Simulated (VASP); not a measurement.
# Ba (P6/mmm) in VASP: further runs

One crystal, Ba, is run at these levels: LDA; tasks: single point.

All numbers are computed with VASP 6.6.1; they aren't measurements. Logs are shortened: lines on timing, memory, paths and dates and some standing lists are left out, and cuts for length are marked.

**1. Starting point**

It takes space group P6/mmm (No. 191, hexagonal). Conventional cell: a = 4.312 Å, b = 4.312 Å, c = 3.913 Å, α = 90.00°, β = 90.00°, γ = 120.00°. Around Ba (site symmetry 6/mmm) lie 8 Ba at 3.91 to 4.31 Å.

This isn't the form of Ba at room conditions, which is bcc.

**2. Single point, LDA**

Input file INCAR:

```
SYSTEM = Ba
ADDGRID = .False.
ALGO = Normal
EDIFF = 1E-6
ENCUT = 450
GGA = CA
ISIF = 2
ISMEAR = -1
LASPH = .True.
LCHARG = .False.
LREAL = .False.
LWAVE = .False.
NBANDS = 11
NELM = 100
PREC = Normal
SIGMA = 0.2
```

Input file KPOINTS:

```
k-points
0
Gamma
  4 4 4
  0 0 0
```

Input file POSCAR:

```
Ba
1.0
    4.3116136979      0.0000000000      0.0000000000
   -2.1558068490      3.7339669937      0.0000000000
    0.0000000000      0.0000000000      3.9134133000
Ba
1
Direct
    0.0000000000      0.0000000000      0.0000000000
```

Potentials or basis: VASP PAW LDA potentials, release 64 (Ba_sv).

Command:

```bash
cat potpaw_LDA.64/Ba_sv/POTCAR > POTCAR
mpirun -np 1 vasp_std > vasp.out
```

OUTCAR:

```text
SYSTEM = Ba
   EDIFF = 1E-6
   ENCUT = 450
   GGA = CA
   ISIF = 2
   ISMEAR = -1
   LASPH = .True.
   LREAL = .False.
   NELM = 100
   PREC = Normal

 Found     12 irreducible k-points:

 Following reciprocal coordinates:
            Coordinates               Weight
  0.000000  0.000000  0.000000      1.000000
  0.250000  0.000000  0.000000      6.000000
  0.500000  0.000000  0.000000      3.000000
  0.250000  0.250000  0.000000      6.000000
  0.000000  0.000000  0.250000      2.000000
  0.250000  0.000000  0.250000     12.000000
   k-points           NKPTS =     12   k-points in BZ     NKDIM =     12   number of bands    NBANDS=     11
   number of dos      NEDOS =    301   number of ions     NIONS =      1
   total plane-waves  NPLWV =  11520
   dimension x,y,z NGX =    24 NGY =   24 NGZ =   20
   dimension x,y,z NGXF=    48 NGYF=   48 NGZF=   40
   ions per type =               1
   NGX,Y,Z   is equivalent  to a cutoff of   9.25,  9.25,  8.50 a.u.
   NGXF,Y,Z  is equivalent  to a cutoff of  18.51, 18.51, 16.99 a.u.
 SYSTEM =  Ba
   PREC   = normal    normal or accurate (medium, high low for compatibility)
   ISTART =      0    job   : 0-new  1-cont  2-samecut
   ICHARG =      2    charge: 1-file 2-atom 10-const
   ISPIN  =      1    spin polarized calculation?
   LNONCOLLINEAR =      F non collinear calculations
   LSORBIT =      F    spin-orbit coupling
   LASPH  =      T    aspherical Exc in radial PAW
   ENCUT  =  450.0 eV  33.07 Ry    5.75 a.u.   7.46  7.46  6.77*2*pi/ulx,y,z
   NELM   =    100;   NELMIN=  2; NELMDL= -5     # of ELM steps
   EDIFF  = 0.1E-05   stopping-criterion for ELM
   LREAL  =      F    real-space projection
   EDIFFG = 0.1E-04   stopping-criterion for IOM
   NSW    =      0    number of steps for IOM
   IBRION =     -1    ionic relax: 0-MD 1-quasi-New 2-CG
   NFREE  =      0    steps in history (QN), initial steepest desc. (CG)
   ISIF   =      2    stress and relaxation
   ISYM   =      2    0-nonsym 1-usesym 2-fastsym
   POTIM  = 0.5000    time-step for ionic-motion
   TEBEG  =    0.0;   TEEND  =   0.0 temperature during run
   PSTRESS=    0.0 pullay stress
   NELECT =      10.0000    total number of electrons
   NUPDOWN=      -1.0000    fix difference up-down
   EMIN   =  10.00;   EMAX   =-10.00  energy-range for DOS
   EFERMI =   0.00;   METHOD = LEGACY
   ISMEAR =    -1;   SIGMA  =   0.20  broadening in eV -4-tet -1-fermi 0-gaus
   EFERMI_NEDOS =   21; number of points for ismear=-14 and -15
   IALGO  =     38    algorithm
   IMIX   =      4    mixing-type and parameters
     AMIX     =   0.40;   BMIX     =  1.00
     AMIX_MAG =   1.60;   BMIX_MAG =  1.00
  volume/ion in A,a.u.               =      63.00       425.17
  Fermi-wavevector in a.u.,A,eV,Ry     =   0.886379  1.675014 10.689660  0.785668
  Thomas-Fermi vector in A             =   2.007537
   LORBIT       =      0    0 simple, 1 ext, 2 COOP (PROOUT), +10 PAW based schemes
   GGA     = CA    functional components
   LHFCALC =     F    Hartree Fock is set to
   AEXX    =    0.0000 exact exchange contribution
   IVDW    =     0    specifies the selected vdW correction
   LEPSILON=     F    determine dielectric tensor
   LRPA    =     F    only Hartree local field effects (RPA)
 non-spin polarized calculation
  energy-cutoff  :      450.00
  volume of cell :       63.00
 maximum number of plane-waves:      1382
   NGX = 15   NGY = 15   NGZ = 13

 number of electron      10.0000002 magnetization

 Free energy of the ion-electron system (eV)
  ---------------------------------------------------
  ext. energy  EPLUGINS =         0.00000000
  ---------------------------------------------------
  free energy    TOTEN  =        -2.13172633 eV

  energy without entropy =       -1.87330630  energy(sigma->0) =       -2.00251632

 E-fermi :   1.3772     XC(G=0):  -7.5963

 val. band max:        1.2758946826   @ k =   0.2500   0.2500   0.2500
 cond. band min:       1.3989789125   @ k =   0.5000   0.0000   0.2500
 fundamental gap:      0.1230842299
 Fermi energy:         1.3772171928

 k-point     1 :       0.0000    0.0000    0.0000
  band No.  band energies     occupation
      1     -27.5265      2.00000
      2     -12.4767      2.00000
      3     -12.4767      2.00000
      4     -12.3562      2.00000
      5      -1.2701      2.00000
      6       1.4794      0.75003
      7       3.0970      0.00037
      8       3.0970      0.00037
      9       6.3044      0.00000
     10       6.3044      0.00000
     11       7.5314      0.00000

 k-point     2 :       0.2500    0.0000    0.0000
  band No.  band energies     occupation
      1     -27.5051      2.00000
      2     -12.7372      2.00000
      3     -12.5360      2.00000
      4     -12.3295      2.00000
      5      -0.3494      1.99964
      6       1.7507      0.26766
      7       2.2728      0.02246
      8       4.1333      0.00000
      9       5.0850      0.00000
     10       6.0800      0.00000
     11       8.2316      0.00000

 k-point     3 :       0.5000    0.0000    0.0000
  band No.  band energies     occupation
      1     -27.4836      2.00000
      2     -12.9789      2.00000
      3     -12.5939      2.00000
      4     -12.3025      2.00000
      5       0.4691      1.97889
      6       1.7720      0.24394
      7       2.4868      0.00776
      8       4.3767      0.00000
      9       5.8789      0.00000
     10       6.2032      0.00000
     11       7.3492      0.00000

 k-point     4 :       0.2500    0.2500    0.0000
  band No.  band energies     occupation
      1     -27.4836      2.00000
      2     -12.8869      2.00000
      3     -12.6954      2.00000
      4     -12.3025      2.00000
      5       0.9568      1.78218
      6       1.6867      0.35094
      7       2.1366      0.04389
      8       4.6564      0.00000
      9       5.3947      0.00000
     10       5.6278      0.00000
     11       6.8417      0.00000

 k-point     5 :       0.0000    0.0000    0.2500
  band No.  band energies     occupation
      1     -27.4932      2.00000
      2     -12.7671      2.00000
      3     -12.4389      2.00000
      4     -12.4389      2.00000
      5      -0.4821      1.99982
      6       2.3158      0.01816
      7       3.3626      0.00010
      8       3.3626      0.00010
      9       4.8810      0.00000
     10       4.8810      0.00000
     11       7.1437      0.00000

 k-point     6 :       0.2500    0.0000    0.2500
  band No.  band energies     occupation
      1     -27.4723      2.00000
      2     -12.7330      2.00000
      3     -12.6858      2.00000
      4     -12.4965      2.00000
      5       0.3444      1.98863
      6       2.1757      0.03625
      7       2.9639      0.00072
      8       3.8624      0.00001
      9       4.2025      0.00000
     10       4.7231      0.00000
     11       8.2561      0.00000

 [... further k-points ...]

------------------------ aborting loop because EDIFF is reached ----------------------------------------

  FORCE on cell =-STRESS in cart. coord.  units (eV):
  Direction    XX          YY          ZZ          XY          YZ          ZX
  --------------------------------------------------------------------------------------
  -------------------------------------------------------------------------------------
  Total       -0.5012846     -0.5012846     -0.2574389      0.0000000      0.0000000      0.0000000
  in kB      -12.7476129    -12.7476129     -6.5466442      0.0000000      0.0000000      0.0000000
  external PRESSURE =     -10.6806234 kB  Pullay stress =       0.0000000 kB

 VOLUME and BASIS-vectors are now :
 -----------------------------------------------------------------------------
  energy-cutoff  :      450.00
  volume of cell :       63.00
      direct lattice vectors                 reciprocal lattice vectors
     4.311613698  0.000000000  0.000000000     0.231931724  0.133905844  0.000000000
    -2.155806849  3.733966994  0.000000000     0.000000000  0.267811687  0.000000000
     0.000000000  0.000000000  3.913413300     0.000000000  0.000000000  0.255531405

 POSITION                                       TOTAL-FORCE (eV/Angst)
 -----------------------------------------------------------------------------------
      0.00000      0.00000      0.00000         0.000000      0.000000      0.000000
 -----------------------------------------------------------------------------------
    total drift:                                0.000000      0.000000      0.000000

  FREE ENERGIE OF THE ION-ELECTRON SYSTEM (eV)
  ---------------------------------------------------
  free  energy   TOTEN  =        -2.1317263286 eV

  energy  without entropy=       -1.8733063036  energy(sigma->0) =       -2.00251632
```

It took 1.5 s on 1 thread of Intel Xeon 6975P-C (Granite Rapids), shared host; peak memory 0.12 GiB.

The run converged, but some of its settings lie outside the range that counts as converged, so its numbers aren't taken as properties of the crystal.

Results:

| Quantity | Value |
| --- | --- |
| Free energy | -2.1317 eV |
| Pressure | -1.1 GPa |

Caveat: the k mesh is coarse (spacing up to 0.42 Å⁻¹), so the values aren't converged; the mesh shows a gap though the element is a metal.

**3. Single point, LDA**

INCAR is that of step 2.

KPOINTS is that of step 2.

Input file POSCAR:

```
Ba
1.0
    4.3404360000      0.0427450000      0.0778240000
   -2.1332000000      3.6827230000     -0.0419260000
    0.0706370000     -0.0031590000      3.9204320000
Ba
1
Direct
    0.0107920000      0.0146870000     -0.0229320000
```

Potentials or basis: VASP PAW LDA potentials, release 64 (Ba_sv).

Command:

```bash
cat potpaw_LDA.64/Ba_sv/POTCAR > POTCAR
mpirun -np 1 vasp_std > vasp.out
```

Run time: 3 s. Hardware: 1 thread of Intel Xeon 6975P-C (Granite Rapids), shared host; peak memory 0.13 GiB.

These settings aren't checked as converged: the numbers below hold their error.

Results:

| Quantity | Value |
| --- | --- |
| Free energy | -2.1323 eV |
| Pressure | -1.1 GPa |

Caveat: the k mesh is coarse (spacing up to 0.42 Å⁻¹), so the values aren't converged; the mesh shows a gap though the element is a metal.

**4. Single point, LDA**

Changes to INCAR since step 3:

```diff
@@ -10,3 +10,3 @@
 LCHARG = .False.
-LREAL = .False.
+LREAL = Auto
 LWAVE = .False.
@@ -14,3 +14,3 @@
 NELM = 100
-PREC = Normal
+PREC = Accurate
 SIGMA = 0.2
```

KPOINTS is that of step 3.

Input file POSCAR:

```
Ba
1.0
    4.3116136979      0.0000000000      0.0000000000
   -2.1558068490      3.7339669937      0.0000000000
    0.0000000000      0.0000000000      3.9134133000
Ba
1
Direct
    0.0000000000      0.0000000000      0.0000000000
```

Command:

```bash
cat potpaw_LDA.64/Ba_sv/POTCAR > POTCAR
mpirun -np 1 vasp_std > vasp.out
```

It took 3.7 s on 1 thread of Intel Xeon 6975P-C (Granite Rapids), shared host; peak memory 0.14 GiB.

These settings aren't checked as converged: the numbers below hold their error.

Results:

```
Free energy : -2.1316 eV
Pressure    : -1.1 GPa
```

Caveat: the k mesh is coarse (spacing up to 0.42 Å⁻¹), so the values aren't converged; the mesh shows a gap though the element is a metal.

**5. Single point, LDA**

INCAR is that of step 4.

KPOINTS is that of step 4.

Input file POSCAR:

```
Ba
1.0
    4.3404360000      0.0427450000      0.0778240000
   -2.1332000000      3.6827230000     -0.0419260000
    0.0706370000     -0.0031590000      3.9204320000
Ba
1
Direct
    0.0107920000      0.0146870000     -0.0229320000
```

Command:

```bash
cat potpaw_LDA.64/Ba_sv/POTCAR > POTCAR
mpirun -np 1 vasp_std > vasp.out
```

Wall time 9.4 s (1 thread of Intel Xeon 6975P-C (Granite Rapids), shared host); peak memory 0.14 GiB.

These settings aren't checked as converged: the numbers below hold their error.

What came out:

```
Free energy : -2.1320 eV
Pressure    : -1.0 GPa
```

Caveat: the k mesh is coarse (spacing up to 0.42 Å⁻¹), so the values aren't converged; the mesh shows a gap though the element is a metal.

**6. Single point, LDA**

Changes to INCAR since step 5:

```diff
@@ -3,3 +3,3 @@
 ALGO = Normal
-EDIFF = 1E-6
+EDIFF = 0.01
 ENCUT = 450
@@ -10,3 +10,3 @@
 LCHARG = .False.
-LREAL = Auto
+LREAL = .False.
 LWAVE = .False.
```

KPOINTS is that of step 5.

Input file POSCAR:

```
Ba
1.0
    4.3116136979      0.0000000000      0.0000000000
   -2.1558068490      3.7339669937      0.0000000000
    0.0000000000      0.0000000000      3.9134133000
Ba
1
Direct
    0.0000000000      0.0000000000      0.0000000000
```

Potentials or basis: VASP PAW LDA potentials, release 64 (Ba_sv).

Command:

```bash
cat potpaw_LDA.64/Ba_sv/POTCAR > POTCAR
mpirun -np 1 vasp_std > vasp.out
```

Run time: 1.8 s. Hardware: 1 thread of Intel Xeon 6975P-C (Granite Rapids), shared host; peak memory 0.13 GiB.

The run converged, but some of its settings lie outside the range that counts as converged, so its numbers aren't taken as properties of the crystal.

Results:

```
Free energy : -2.1346 eV
Pressure    : -1.7 GPa
```

Caveat: the k mesh is coarse (spacing up to 0.42 Å⁻¹), so the values aren't converged; the mesh shows a gap though the element is a metal.

**7. For comparison**

An earlier run on the cell as given: functional PBE; potentials or basis VASP PAW PBE potentials, release 64 (Ba_sv); cutoff 520 eV; k mesh 7 × 7 × 7; occupations fermi-dirac, width 0.05 eV; no spin polarisation.

- Pressure: -0.1 GPa
- Band gap on the k mesh: none (metal or under the smearing width)
